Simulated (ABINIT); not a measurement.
# GaN (F-43m) in ABINIT: further runs

One crystal, GaN, is run at these levels: PBE; tasks: equation of state.

All numbers are computed with ABINIT 10.8.3 (patched build); they aren't measurements. Logs are shortened: lines on timing, memory, paths and dates and some standing lists are left out, and cuts for length are marked. The log counts tension as positive stress, the text compression.

**1. The structure**

Symmetry: F-43m, No. 216, cubic system. The conventional cell has a = 4.507 Å, b = 4.507 Å, c = 4.507 Å, α = 90.00°, β = 90.00°, γ = 90.00°. Around Ga (site symmetry -43m) lie 4 N at 1.95 Å. N (site symmetry -43m) is surrounded by 4 Ga at 1.95 Å.

The cell is a database's computed one.

**2. Equation of state, PBE**

Input file run.abi:

```
ndtset 7
getwfk -1
scalecart1 3*0.9795861087
scalecart2 3*0.9864848297
scalecart3 3*0.9932883884
scalecart4 3*1.0000000000
scalecart5 3*1.0066227096
scalecart6 3*1.0131594038
scalecart7 3*1.0196128224

pp_dirpath "./"
pseudos "Ga_ONCV_PBE-1.2.upf, N_ONCV_PBE-1.2.upf"

acell 6.0224269985 6.0224269985 6.0224269985
rprim
     0.0000000000     0.7071067812     0.7071067812
     0.7071067812     0.0000000000     0.7071067812
     0.7071067812     0.7071067812     0.0000000000
ntypat 2
znucl 31 7
natom 2
typat 1 2
xred
     0.0000000000     0.0000000000     0.0000000000
     0.2500000000     0.2500000000     0.2500000000

ecut 62.0

kptopt 1
ngkpt 10 10 10
nshiftk 1
shiftk 0.0 0.0 0.0

ixc 11

nband 13
occopt 3
tsmear 0.05 eV

nstep 100
tolvrs 1.0e-10

iomode 3
prtwf 1
prtden 0
prteig 0
prtebands 0
enunit 1
```

Potentials or basis: SG15 NC PBE v1.2.

Run with:

```
$ abinit run.abi > log 2>&1
```

run.abo:

```text
.Version 10.8.3 of ABINIT
 DATASET    1 : space group F-4 3 m (#216); Bravais cF (face-center cubic)
================================================================================
 Values of the parameters that define the memory need for DATASET  1.
     intxc =       0    ionmov =       0      iscf =       7    lmnmax =       6
     lnmax =       6     mgfft =      45  mpssoang =       3    mqgrid =    3001
     natom =       2  nloc_mem =       1    nspden =       1   nspinor =       1
    nsppol =       1      nsym =      24    n1xccc =       0    ntypat =       2
    occopt =       3   xclevel =       2
       mpw =        3411          nfft =       91125          nkpt =          47
================================================================================
================================================================================
[... 61 lines left out ...]
 DATASET    7 : space group F-4 3 m (#216); Bravais cF (face-center cubic)
================================================================================
 Values of the parameters that define the memory need for DATASET  7.
     intxc =       0    ionmov =       0      iscf =       7    lmnmax =       6
     lnmax =       6     mgfft =      45  mpssoang =       3    mqgrid =    3001
     natom =       2  nloc_mem =       1    nspden =       1   nspinor =       1
    nsppol =       1      nsym =      24    n1xccc =       0    ntypat =       2
    occopt =       3   xclevel =       2
       mpw =        3842          nfft =       91125          nkpt =          47
================================================================================
================================================================================

--------------------------------------------------------------------------------
------------- Echo of variables that govern the present computation ------------
--------------------------------------------------------------------------------
 -outvars: echo values of preprocessed input variables --------
            acell      6.0224269985E+00  6.0224269985E+00  6.0224269985E+00 Bohr
              amu      6.97230000E+01  1.40067400E+01
             ecut      6.20000000E+01 Hartree
           enunit           1
           getwfk          -1
              ixc          11
           jdtset        1    2    3    4    5    6    7
         kptrlatt       10    0    0      0   10    0      0    0   10
          kptrlen1     5.89948583E+01
          kptrlen2     5.94103287E+01
          kptrlen3     5.98200681E+01
          kptrlen4     6.02242700E+01
          kptrlen5     6.06231178E+01
          kptrlen6     6.10167855E+01
          kptrlen7     6.14054379E+01
            natom           2
            nband          13
           ndtset           7
            ngfft          45      45      45
             nkpt          47
            nstep         100
             nsym          24
           ntypat           2
           occopt           3
           prtden           0
        prtebands           0
           prteig           0
            rprim1     0.0000000000E+00  6.9267198023E-01  6.9267198023E-01
                       6.9267198023E-01  0.0000000000E+00  6.9267198023E-01
                       6.9267198023E-01  6.9267198023E-01  0.0000000000E+00
            rprim2     0.0000000000E+00  6.9755011263E-01  6.9755011263E-01
                       6.9755011263E-01  0.0000000000E+00  6.9755011263E-01
                       6.9755011263E-01  6.9755011263E-01  0.0000000000E+00
            rprim3     0.0000000000E+00  7.0236095512E-01  7.0236095512E-01
                       7.0236095512E-01  0.0000000000E+00  7.0236095512E-01
                       7.0236095512E-01  7.0236095512E-01  0.0000000000E+00
            rprim4     0.0000000000E+00  7.0710678120E-01  7.0710678120E-01
                       7.0710678120E-01  0.0000000000E+00  7.0710678120E-01
                       7.0710678120E-01  7.0710678120E-01  0.0000000000E+00
            rprim5     0.0000000000E+00  7.1178974407E-01  7.1178974407E-01
                       7.1178974407E-01  0.0000000000E+00  7.1178974407E-01
                       7.1178974407E-01  7.1178974407E-01  0.0000000000E+00
            rprim6     0.0000000000E+00  7.1641188486E-01  7.1641188486E-01
                       7.1641188486E-01  0.0000000000E+00  7.1641188486E-01
                       7.1641188486E-01  7.1641188486E-01  0.0000000000E+00
            rprim7     0.0000000000E+00  7.2097514092E-01  7.2097514092E-01
                       7.2097514092E-01  0.0000000000E+00  7.2097514092E-01
                       7.2097514092E-01  7.2097514092E-01  0.0000000000E+00
          spgroup         216
           tolvrs      1.00000000E-10
           tsmear      1.83746611E-03 Hartree
            typat      1  2
           xangst1     0.0000000000E+00  0.0000000000E+00  0.0000000000E+00
                       1.1037489448E+00  1.1037489448E+00  1.1037489448E+00
           xangst2     0.0000000000E+00  0.0000000000E+00  0.0000000000E+00
                       1.1115220808E+00  1.1115220808E+00  1.1115220808E+00
           xangst3     0.0000000000E+00  0.0000000000E+00  0.0000000000E+00
                       1.1191879926E+00  1.1191879926E+00  1.1191879926E+00
           xangst4     0.0000000000E+00  0.0000000000E+00  0.0000000000E+00
                       1.1267503030E+00  1.1267503030E+00  1.1267503030E+00
           xangst5     0.0000000000E+00  0.0000000000E+00  0.0000000000E+00
                       1.1342124431E+00  1.1342124431E+00  1.1342124431E+00
           xangst6     0.0000000000E+00  0.0000000000E+00  0.0000000000E+00
                       1.1415776652E+00  1.1415776652E+00  1.1415776652E+00
           xangst7     0.0000000000E+00  0.0000000000E+00  0.0000000000E+00
                       1.1488490566E+00  1.1488490566E+00  1.1488490566E+00
            xcart1     0.0000000000E+00  0.0000000000E+00  0.0000000000E+00
                       2.0857832174E+00  2.0857832174E+00  2.0857832174E+00
            xcart2     0.0000000000E+00  0.0000000000E+00  0.0000000000E+00
                       2.1004723156E+00  2.1004723156E+00  2.1004723156E+00
            xcart3     0.0000000000E+00  0.0000000000E+00  0.0000000000E+00
                       2.1149587894E+00  2.1149587894E+00  2.1149587894E+00
            xcart4     0.0000000000E+00  0.0000000000E+00  0.0000000000E+00
                       2.1292494850E+00  2.1292494850E+00  2.1292494850E+00
            xcart5     0.0000000000E+00  0.0000000000E+00  0.0000000000E+00
                       2.1433508860E+00  2.1433508860E+00  2.1433508860E+00
            xcart6     0.0000000000E+00  0.0000000000E+00  0.0000000000E+00
                       2.1572691387E+00  2.1572691387E+00  2.1572691387E+00
            xcart7     0.0000000000E+00  0.0000000000E+00  0.0000000000E+00
                       2.1710100770E+00  2.1710100770E+00  2.1710100770E+00
             xred      0.0000000000E+00  0.0000000000E+00  0.0000000000E+00
                       2.5000000000E-01  2.5000000000E-01  2.5000000000E-01
            znucl       31.00000    7.00000

================================================================================

 chkinp: Checking input parameters for consistency, jdtset=   1.

 chkinp: Checking input parameters for consistency, jdtset=   2.
[... 33 lines left out ...]
 getcut: wavevector=  0.0000  0.0000  0.0000  ngfft=  45  45  45
         ecut(hartree)=     62.000   => boxcut(ratio)=   2.10415

--- Pseudopotential description ------------------------------------------------
- pspini: atom type   1  psp file is ./Ga_ONCV_PBE-1.2.upf
12 -101130 2 -1 602                           pspcod,pspxc,lmax,lloc,mmax
     nproj     2     2     2

- pspini: atom type   2  psp file is ./N_ONCV_PBE-1.2.upf
12 -101130 1 -1 602                           pspcod,pspxc,lmax,lloc,mmax
     nproj     2     2     0

   6.10739378E+02                                ecore*ucvol(ha*bohr**3)
--------------------------------------------------------------------------------

================================================================================

--- !BeginCycle
iteration_state: {dtset: 1, }
solver: {iscf: 7, nstep: 100, nline: 4, wfoptalg: 0, }
tolerances: {tolvrs: 1.00E-10, }
...
[... 1009 lines left out ...]
-Cartesian components of stress tensor (GPa)         [Pressure= -5.0743E+00 GPa]
- sigma(1 1)=  5.07429697E+00  sigma(3 2)=  0.00000000E+00
- sigma(2 2)=  5.07429697E+00  sigma(3 1)=  0.00000000E+00
- sigma(3 3)=  5.07429697E+00  sigma(2 1)=  0.00000000E+00

== END DATASET(S) ==============================================================
================================================================================

 -outvars: echo values of variables after computation  --------
            acell      6.0224269985E+00  6.0224269985E+00  6.0224269985E+00 Bohr
           etotal1    -7.5631758562E+01
           etotal2    -7.5633504134E+01
           etotal3    -7.5634741040E+01
           etotal4    -7.5635521700E+01
           etotal5    -7.5635890785E+01
           etotal6    -7.5635889978E+01
           etotal7    -7.5635555958E+01
            fcart1    -0.0000000000E+00 -0.0000000000E+00 -0.0000000000E+00
                      -0.0000000000E+00 -0.0000000000E+00 -0.0000000000E+00
            fcart2     1.0015028834E-30  1.0015028834E-30 -3.0045086503E-30
                      -1.0015028834E-30 -1.0015028834E-30  3.0045086503E-30
            fcart3    -0.0000000000E+00 -0.0000000000E+00 -0.0000000000E+00
                      -0.0000000000E+00 -0.0000000000E+00 -0.0000000000E+00
            fcart4     1.2349592518E-31 -3.4277004894E-48 -1.2349592518E-31
                      -1.2349592518E-31  3.4277004894E-48  1.2349592518E-31
            fcart5    -1.2268342846E-31 -1.2268342846E-31  3.6805028537E-31
                       1.2268342846E-31  1.2268342846E-31 -3.6805028537E-31
[... 38 lines left out ...]
                       0.0000000000E+00  0.0000000000E+00  0.0000000000E+00
           xangst1     0.0000000000E+00  0.0000000000E+00  0.0000000000E+00
                       1.1037489448E+00  1.1037489448E+00  1.1037489448E+00
           xangst2     0.0000000000E+00  0.0000000000E+00  0.0000000000E+00
                       1.1115220808E+00  1.1115220808E+00  1.1115220808E+00
           xangst3     0.0000000000E+00  0.0000000000E+00  0.0000000000E+00
                       1.1191879926E+00  1.1191879926E+00  1.1191879926E+00
           xangst4     0.0000000000E+00  0.0000000000E+00  0.0000000000E+00
                       1.1267503030E+00  1.1267503030E+00  1.1267503030E+00
           xangst5     0.0000000000E+00  0.0000000000E+00  0.0000000000E+00
                       1.1342124431E+00  1.1342124431E+00  1.1342124431E+00
           xangst6     0.0000000000E+00  0.0000000000E+00  0.0000000000E+00
                       1.1415776652E+00  1.1415776652E+00  1.1415776652E+00
           xangst7     0.0000000000E+00  0.0000000000E+00  0.0000000000E+00
                       1.1488490566E+00  1.1488490566E+00  1.1488490566E+00
             xred      0.0000000000E+00  0.0000000000E+00  0.0000000000E+00
                       2.5000000000E-01  2.5000000000E-01  2.5000000000E-01
 Calculation completed.
```

It took 6.5 min on 1 thread of Arm Neoverse V2, shared host; peak memory 0.14 GiB.

Results:

```yaml
Equilibrium_volume: 11.79 Å³/atom
Bulk_modulus: 172 GPa
Pressure_derivative_of_the_bulk_modulus: 4.4
```

Energy against volume, from the lowest point:
```csv
volume (Å³/atom),energy (meV/atom)
10.757,56.22
10.986,32.47
11.215,15.64
11.444,5.02
11.673,0.00
11.902,0.01
12.131,4.56
```

Caveat: pressures at fixed basis lie under the slope of the energies.

**3. Equation of state, PBE**

Changes to run.abi since step 2:

```diff
@@ -11,3 +11,3 @@
 pp_dirpath "./"
-pseudos "Ga_ONCV_PBE-1.2.upf, N_ONCV_PBE-1.2.upf"
+pseudos "Ga.upf, N.upf"
 
@@ -26,3 +26,3 @@
 
-ecut 62.0
+ecut 46.0
```

Potentials or basis: Ansatz NC PBE.

Run with:

```
$ abinit run.abi > log 2>&1
```

Wall time 4 min (1 thread of Arm Neoverse V2, shared host); peak memory 0.12 GiB.

Results (log left out):

```yaml
Equilibrium_volume: 11.78 Å³/atom
Bulk_modulus: 172 GPa
Pressure_derivative_of_the_bulk_modulus: 4.4
```

Energy against volume, from the lowest point:
| volume (Å³/atom) | energy (meV/atom) |
| --- | --- |
| 10.757 | 55.65 |
| 10.986 | 32.07 |
| 11.215 | 15.38 |
| 11.444 | 4.90 |
| 11.673 | 0.00 |
| 11.902 | 0.13 |
| 12.131 | 4.78 |

Caveat: pressures at fixed basis lie under the slope of the energies.
